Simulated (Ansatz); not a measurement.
An inverse problem

Cell vectors (Å):

```
 3.7816  0.0000  0.0000
-1.8908  3.2749  0.0000
 0.0000  0.0000  6.2090
```

```tsv
atom	a	b	c
Zn	0.3333	0.6667	0.0054
Zn	0.6667	0.3333	0.5054
X	0.3333	0.6667	0.3796
X	0.6667	0.3333	0.8796
```

Method: PBEsol, PAW on Ansatz 0.2.0's default frozen-core files (fitted under PBE), scalar-relativistic. k mesh 8×8×4, strains of ±0.008, fixed occupations.

Elastic constants of a crystal by Kohn-Sham DFT: slopes of the stress over finite engineering strains of the given cell, Voigt indices, Cartesian axes as in the cell vectors.

| index | elastic (GPa) |
| --- | --- |
| 11 | 126.4 |
| 12 | 59.6 |
| 13 | 46.3 |
| 33 | 150.1 |
| 44 | 28.6 |

**Question.** All X atoms are one element. Which one was computed?

**Answer.** S; the crystal is ZnS (P6_3mc).

Known limits: frozen-core PAW files fitted under PBE, their cores solved anew for the functional of the run; constants at zero field, no piezoelectric stiffening; wurtzite ZnS is metastable at ambient conditions.
